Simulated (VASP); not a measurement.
# TiB2 (P6/mmm) in VASP: notebook

The runs below take TiB2 through single point, with PBE.

Everything below comes from runs of VASP 6.6.1. Logs are shortened: lines on timing, memory, paths and dates and some standing lists are left out, and cuts for length are marked.

## 1. The structure

It takes space group P6/mmm (No. 191, hexagonal). The conventional cell has a = 3.029 Å, b = 3.029 Å, c = 3.228 Å, α = 90.00°, β = 90.00°, γ = 120.00°. Ti (site symmetry 6/mmm) has 12 B at 2.38 Å as nearest neighbours. Around B (site symmetry -6m2) lie 3 B at 1.75 Å.

## 2. Single point, PBE

Contents of INCAR:

```
SYSTEM = TiB2
PREC = Accurate
ENCUT = 400
EDIFF = 1E-7
ISMEAR = 0
SIGMA = 0.1
LREAL = .False.
LASPH = .True.
NELM = 80
ALGO = Normal
ISIF = 2
LWAVE = .False.
LCHARG = .False.
GGA = PE
NBANDS = 16
```

Contents of KPOINTS:

```
Automatic mesh
0
Gamma
  12 12 10
  0 0 0
```

Contents of POSCAR:

```
TiB2
1.0
    3.0292000000      0.0000000000      0.0000000000
   -1.5146000000      2.6233641500      0.0000000000
    0.0000000000      0.0000000000      3.2284000000
Ti B
1 2
Direct
    0.0000000000      0.0000000000      0.0000000000
    0.3333333300      0.6666666700      0.5000000000
    0.6666666700      0.3333333300      0.5000000000
```

Potentials or basis: VASP PAW PBE potentials, release 64 (Ti_sv, B).

On the command line:

```console
cat potpaw_PBE.64/Ti_sv/POTCAR potpaw_PBE.64/B/POTCAR > POTCAR
mpirun -np 1 vasp_std > vasp.out
```

OUTCAR:

```text
SYSTEM = TiB2
   PREC = Accurate
   ENCUT = 400
   EDIFF = 1E-7
   ISMEAR = 0
   LREAL = .False.
   LASPH = .True.
   NELM = 80
   ISIF = 2
   GGA = PE

 ion  position               nearest neighbor table
   1  0.000  0.000  0.000-   2 2.38   3 2.38   2 2.38   3 2.38   2 2.38   2 2.38   3 2.38   3 2.38
                             3 2.38   3 2.38   2 2.38   2 2.38
   2  0.333  0.667  0.500-   3 1.75   3 1.75   3 1.75   1 2.38   1 2.38   1 2.38   1 2.38   1 2.38
                             1 2.38
   3  0.667  0.333  0.500-   2 1.75   2 1.75   2 1.75   1 2.38   1 2.38   1 2.38   1 2.38   1 2.38
                             1 2.38

  LATTYP: Found a hexagonal cell.
 ALAT       =     3.0292000000
 C/A-ratio  =     1.0657599366

  Lattice vectors:

 A1 = (   3.0292000000,   0.0000000000,   0.0000000000)
 A2 = (  -1.5146000000,   2.6233641500,   0.0000000000)
 A3 = (   0.0000000000,   0.0000000000,   3.2284000000)

Analysis of symmetry for initial positions (statically):
=====================================================================
 Subroutine PRICEL returns:
 Original cell was already a primitive cell.

 Routine SETGRP: Setting up the symmetry group for a
 hexagonal supercell.

 Subroutine GETGRP returns: Found 24 space group operations
 (whereof 24 operations were pure point group operations)
 out of a pool of 24 trial point group operations.

The static configuration has the point symmetry D_6h.

Analysis of symmetry for dynamics (positions and initial velocities):
=====================================================================
 Subroutine PRICEL returns:
 Original cell was already a primitive cell.

 Routine SETGRP: Setting up the symmetry group for a
 hexagonal supercell.

 Subroutine GETGRP returns: Found 24 space group operations
 (whereof 24 operations were pure point group operations)
 out of a pool of 24 trial point group operations.

The dynamic configuration has the point symmetry D_6h.

 Subroutine INISYM returns: Found 24 space group operations
 (whereof 24 operations are pure point group operations),
 and found     1 'primitive' translations

----------------------------------------------------------------------------------------

                                     Primitive cell

  volume of cell :      25.6551

  direct lattice vectors                    reciprocal lattice vectors
     3.029200000  0.000000000  0.000000000     0.330120164  0.190594966  0.000000000
    -1.514600000  2.623364150  0.000000000     0.000000000  0.381189931  0.000000000
     0.000000000  0.000000000  3.228400000     0.000000000  0.000000000  0.309750960

  length of vectors
     3.029200000  3.029199997  3.228400000     0.381189931  0.381189931  0.309750960

  position of ions in fractional coordinates (direct lattice)
     0.000000000  0.000000000  0.000000000
     0.333333330  0.666666670  0.500000000
     0.666666670  0.333333330  0.500000000

  ion indices of the primitive-cell ions
   primitive index   ion index
                 1           1
                 2           2
                 3           3

----------------------------------------------------------------------------------------

 KPOINTS: Automatic mesh

Automatic generation of k-mesh.
 Grid dimensions read from file:
 generate k-points for:   12   12   10

 Generating k-lattice:

  Cartesian coordinates                     Fractional coordinates (reciprocal lattice)
     0.027510014  0.015882914  0.000000000     0.083333333  0.000000000  0.000000000
     0.000000000  0.031765828  0.000000000     0.000000000  0.083333333  0.000000000
     0.000000000  0.000000000  0.030975096     0.000000000  0.000000000  0.100000000

  Length of vectors
     0.031765828  0.031765828  0.030975096

  Shift w.r.t. Gamma in fractional coordinates (k-lattice)
     0.000000000  0.000000000  0.000000000

 Subroutine IBZKPT returns following result:
 ===========================================

 Found    114 irreducible k-points:

 Following reciprocal coordinates:
            Coordinates               Weight
  0.000000  0.000000  0.000000      1.000000
  0.083333  0.000000  0.000000      6.000000
  0.166667  0.000000  0.000000      6.000000
  0.250000  0.000000  0.000000      6.000000
  0.333333  0.000000  0.000000      6.000000
  0.416667  0.000000  0.000000      6.000000
[... 16 lines left out ...]
  0.250000  0.000000  0.100000     12.000000
  0.333333  0.000000  0.100000     12.000000
 [... further k-points ...]
   k-points           NKPTS =    114   k-points in BZ     NKDIM =    114   number of bands    NBANDS=     16
   number of dos      NEDOS =    301   number of ions     NIONS =      3
   total plane-waves  NPLWV =   9600
   dimension x,y,z NGX =    20 NGY =   20 NGZ =   24
   dimension x,y,z NGXF=    40 NGYF=   40 NGZF=   48
   ions per type =               1   2
   NGX,Y,Z   is equivalent  to a cutoff of  10.98, 10.98, 12.36 a.u.
   NGXF,Y,Z  is equivalent  to a cutoff of  21.95, 21.95, 24.72 a.u.
 SYSTEM =  TiB2
   PREC   = accura    normal or accurate (medium, high low for compatibility)
   ISTART =      0    job   : 0-new  1-cont  2-samecut
   ICHARG =      2    charge: 1-file 2-atom 10-const
   ISPIN  =      1    spin polarized calculation?
   LNONCOLLINEAR =      F non collinear calculations
   LSORBIT =      F    spin-orbit coupling
   LASPH  =      T    aspherical Exc in radial PAW
   ENCUT  =  400.0 eV  29.40 Ry    5.42 a.u.   4.94  4.94  5.26*2*pi/ulx,y,z
   NELM   =     80;   NELMIN=  2; NELMDL= -5     # of ELM steps
   EDIFF  = 0.1E-06   stopping-criterion for ELM
   LREAL  =      F    real-space projection
   EDIFFG = 0.1E-05   stopping-criterion for IOM
   NSW    =      0    number of steps for IOM
   IBRION =     -1    ionic relax: 0-MD 1-quasi-New 2-CG
   NFREE  =      0    steps in history (QN), initial steepest desc. (CG)
   ISIF   =      2    stress and relaxation
   ISYM   =      2    0-nonsym 1-usesym 2-fastsym
   POTIM  = 0.5000    time-step for ionic-motion
   TEBEG  =    0.0;   TEEND  =   0.0 temperature during run
   PSTRESS=    0.0 pullay stress
   NELECT =      18.0000    total number of electrons
   NUPDOWN=      -1.0000    fix difference up-down
   EMIN   =  10.00;   EMAX   =-10.00  energy-range for DOS
   EFERMI =   0.00;   METHOD = LEGACY
   ISMEAR =     0;   SIGMA  =   0.10  broadening in eV -4-tet -1-fermi 0-gaus
   EFERMI_NEDOS =   21; number of points for ismear=-14 and -15
   IALGO  =     38    algorithm
   IMIX   =      4    mixing-type and parameters
     AMIX     =   0.40;   BMIX     =  1.00
     AMIX_MAG =   1.60;   BMIX_MAG =  1.00
  volume/ion in A,a.u.               =       8.55        57.71
  Fermi-wavevector in a.u.,A,eV,Ry     =   1.454703  2.748990 28.792122  2.116161
  Thomas-Fermi vector in A             =   2.571823
   LORBIT       =      0    0 simple, 1 ext, 2 COOP (PROOUT), +10 PAW based schemes
   GGA     = PE    functional components
   LHFCALC =     F    Hartree Fock is set to
   AEXX    =    0.0000 exact exchange contribution
   IVDW    =     0    specifies the selected vdW correction
   LEPSILON=     F    determine dielectric tensor
   LRPA    =     F    only Hartree local field effects (RPA)
 non-spin polarized calculation
 Gauss-broadening in eV      SIGMA  =   0.10
  energy-cutoff  :      400.00
  volume of cell :       25.66
 maximum number of plane-waves:       477
 NGX is ok and might be reduce to    20
   NGX =  9   NGY =  9   NGZ = 11

 number of electron      17.9999996 magnetization

 Free energy of the ion-electron system (eV)
  ---------------------------------------------------
  ext. energy  EPLUGINS =         0.00000000
  ---------------------------------------------------
  free energy    TOTEN  =       -24.42462952 eV

  energy without entropy =      -24.42209974  energy(sigma->0) =      -24.42336463

 E-fermi :  10.0230     XC(G=0): -12.7689

 val. band max:       10.0197112211   @ k =   0.0833   0.0000   0.3000
 cond. band min:      10.0298097532   @ k =   0.0833   0.0000   0.4000
 fundamental gap:      0.0100985321
 Fermi energy:        10.0229815480

 k-point     1 :       0.0000    0.0000    0.0000
  band No.  band energies     occupation
      1     -46.9509      2.00000
      2     -23.3081      2.00000
      3     -22.9965      2.00000
      4     -22.9965      2.00000
      5      -3.4961      2.00000
      6       7.4007      2.00000
[... 8 lines left out ...]
     15      15.7717      0.00000
     16      16.9232      0.00000

 k-point     2 :       0.0833    0.0000    0.0000
  band No.  band energies     occupation
      1     -46.9472      2.00000
      2     -23.3035      2.00000
      3     -23.0243      2.00000
      4     -23.0027      2.00000
      5      -3.3626      2.00000
      6       7.0158      2.00000
[... 8 lines left out ...]
     15      16.5705      0.00000
     16      17.3482      0.00000

 k-point     3 :       0.1667    0.0000    0.0000
  band No.  band energies     occupation
      1     -46.9376      2.00000
      2     -23.2909      2.00000
      3     -23.0997      2.00000
      4     -23.0199      2.00000
      5      -2.9704      2.00000
      6       6.0281      2.00000
[... 8 lines left out ...]
     15      18.2007      0.00000
     16      18.2334      0.00000

 k-point     4 :       0.2500    0.0000    0.0000
  band No.  band energies     occupation
      1     -46.9240      2.00000
      2     -23.2736      2.00000
      3     -23.2014      2.00000
      4     -23.0433      2.00000
      5      -2.3390      2.00000
      6       4.7420      2.00000
[... 8 lines left out ...]
     15      17.3682      0.00000
     16      19.1951      0.00000
[... 324 lines left out ...]
 k-point    22 :       0.1667    0.0000    0.1000
  band No.  band energies     occupation
      1     -46.9361      2.00000
      2     -23.3096      2.00000
      3     -23.0977      2.00000
      4     -23.0183      2.00000
      5      -2.8507      2.00000
      6       6.0725      2.00000
[... 8 lines left out ...]
     15      17.8232      0.00000
     16      18.3115      0.00000

 k-point    23 :       0.2500    0.0000    0.1000
  band No.  band energies     occupation
      1     -46.9226      2.00000
      2     -23.2918      2.00000
      3     -23.1989      2.00000
      4     -23.0415      2.00000
      5      -2.2340      2.00000
      6       4.7605      2.00000
[... 8 lines left out ...]
     15      17.6387      0.00000
     16      19.6610      0.00000

 k-point    24 :       0.3333    0.0000    0.1000
  band No.  band energies     occupation
      1     -46.9090      2.00000
      2     -23.2992      2.00000
      3     -23.2734      2.00000
      4     -23.0646      2.00000
      5      -1.4111      2.00000
      6       3.3725      2.00000
[... 8 lines left out ...]
     15      17.6634      0.00000
     16      19.5126      0.00000

 [... further k-points ...]

------------------------ aborting loop because EDIFF is reached ----------------------------------------

  FORCE on cell =-STRESS in cart. coord.  units (eV):
  Direction    XX          YY          ZZ          XY          YZ          ZX
  --------------------------------------------------------------------------------------
  -------------------------------------------------------------------------------------
  Total        0.0618297      0.0618297     -0.0667863      0.0000000      0.0000000      0.0000000
  in kB        3.8612997      3.8612997     -4.1708452      0.0000000      0.0000000      0.0000000
  external PRESSURE =       1.1839181 kB  Pullay stress =       0.0000000 kB

 VOLUME and BASIS-vectors are now :
 -----------------------------------------------------------------------------
  energy-cutoff  :      400.00
  volume of cell :       25.66
      direct lattice vectors                 reciprocal lattice vectors
     3.029200000  0.000000000  0.000000000     0.330120164  0.190594966  0.000000000
    -1.514600000  2.623364150  0.000000000     0.000000000  0.381189931  0.000000000
     0.000000000  0.000000000  3.228400000     0.000000000  0.000000000  0.309750960

 POSITION                                       TOTAL-FORCE (eV/Angst)
 -----------------------------------------------------------------------------------
      0.00000      0.00000      0.00000        -0.000000      0.000000      0.000000
     -0.00000      1.74891      1.61420         0.000000      0.000000      0.000000
      1.51460      0.87445      1.61420        -0.000000      0.000000     -0.000000
 -----------------------------------------------------------------------------------
    total drift:                                0.000000      0.000000      0.000000

  FREE ENERGIE OF THE ION-ELECTRON SYSTEM (eV)
  ---------------------------------------------------
  free  energy   TOTEN  =       -24.4246295240 eV

  energy  without entropy=      -24.4220997436  energy(sigma->0) =      -24.42336463
```

Run time: 19 s. Hardware: 1 thread of Intel Xeon Platinum 8488C (Sapphire Rapids), shared host; peak memory 0.15 GiB.

What came out:

```
Free energy            : -24.4246 eV
Pressure               : 0.1 GPa
Band gap on the k mesh : none (metal or under the smearing width)
```

Stress tensor (GPa, compression positive):
```
 0.39  0.00  0.00
 0.00  0.39  0.00
 0.00  0.00 -0.42
```

## 3. Single point, PBE

Edit INCAR of step 2 so:

```diff
@@ -2,3 +2,3 @@
 PREC = Accurate
-ENCUT = 400
+ENCUT = 450
 EDIFF = 1E-7
```

KPOINTS is that of step 2.

POSCAR is that of step 2.

Potentials or basis: VASP PAW PBE potentials, release 64 (Ti_sv, B).

On the command line:

```console
cat potpaw_PBE.64/Ti_sv/POTCAR potpaw_PBE.64/B/POTCAR > POTCAR
mpirun -np 1 vasp_std > vasp.out
```

Wall time 17 s (1 thread of Intel Xeon Platinum 8488C (Sapphire Rapids), shared host); peak memory 0.16 GiB.

Results (log left out):

| Quantity | Value |
| --- | --- |
| Free energy | -24.4281 eV |
| Pressure | 0.3 GPa |
| Band gap on the k mesh | none (metal or under the smearing width) |

Stress tensor (GPa, compression positive):
```
 0.59  0.00  0.00
 0.00  0.59  0.00
 0.00  0.00 -0.24
```

Levels at points of the mesh, in eV from the Fermi level:
```tsv
k point	band 6	band 7	band 8	band 9	band 10	band 11	band 12	band 13
(0.00, 0.00, 0.00)	-2.62	-2.62	-2.35	-2.13	1.87	1.87	3.63	3.63
(0.50, 0.00, 0.00)	-9.26	-3.29	-3.24	-2.29	1.31	2.72	3.19	3.34
(0.00, 0.00, 0.50)	-7.63	-0.57	-0.57	-0.20	-0.20	0.41	0.41	1.62
(0.50, 0.00, 0.50)	-7.57	-4.66	-3.84	-3.17	2.46	2.89	4.44	4.55
```
